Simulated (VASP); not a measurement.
Te2Pt (Moncheite): relaxation of cell and atoms with PBE

Te2Pt (Moncheite):

```xyz
3
Lattice="4.0876 0.0000 0.0000 -2.0438 3.5400 0.0000 0.0000 0.0000 5.3417" Properties=species:S:1:pos:R:3 pbc="T T T"
Te    0.0000    2.3600    1.3629
Te    2.0438    1.1800    3.9788
Pt    2.0438    3.5400    0.0000
```

- Program: VASP 6.6.1
- Task: relaxation of cell and atoms
- Functional: PBE
- Potentials or basis: VASP PAW PBE potentials, release 64 (Te, Pt)
- Cutoff: 600 eV
- k mesh: 12 × 12 × 7
- Occupations: methfessel-paxton, width 0.1 eV
- Spin: no spin polarisation
- Further INCAR settings: ALGO = Normal; EDIFF = 1e-07; IBRION = 2; EDIFFG = -0.005; NSW = 90; ISIF = 3

| Quantity | Value |
| --- | --- |
| Relaxed volume | 25.84 Å³/atom |
| Relaxed cell | a = 4.087 Å, b = 4.087 Å, c = 5.358 Å, α = 90.00°, β = 90.00°, γ = 120.00° |
| Space group after relaxing (to 0.05 Å) | P-3m1 (No. 164) |
| Energy gained by relaxing | 0.0 meV/atom |
| Ionic steps | 8 |
| Pressure after relaxing | 0.0 GPa |
| Band gap on the k mesh | none (metal or under the smearing width) |

Forces in eV/Å, atoms in the order of the input:
```
Te   0.000  0.000  0.003
Te   0.000  0.000 -0.003
Pt   0.000  0.000  0.000
```

Final structure:
```yaml
crystal:
  lattice:
    - [4.08713, 0.00000, 0.00000]
    - [-2.04357, 3.53956, 0.00000]
    - [0.00000, 0.00000, 5.35781]
  atoms:
    - { symbol: Te, position: [0.33333, 0.66667, 0.25435] }
    - { symbol: Te, position: [0.66667, 0.33333, 0.74565] }
    - { symbol: Pt, position: [0.00000, 0.00000, 0.00000] }
```

Levels at points of the mesh, in eV from the Fermi level:
| k point | band 9 | band 10 | band 11 | band 12 | band 13 | band 14 |
| --- | --- | --- | --- | --- | --- | --- |
| (0.00, 0.00, 0.00) | -0.49 | -0.49 | 1.05 | 1.05 | 1.30 | 2.88 |
| (0.50, 0.00, 0.00) | -3.26 | -3.19 | -2.78 | 0.18 | 2.33 | 3.69 |

It took 6.8 min on 1 thread of Intel(R) Xeon(R) 6975P-C (Granite Rapids), with other jobs on the host, peak memory 0.35 GiB.

Spin-orbit coupling is left out, which matters for the levels of Pt, Te.
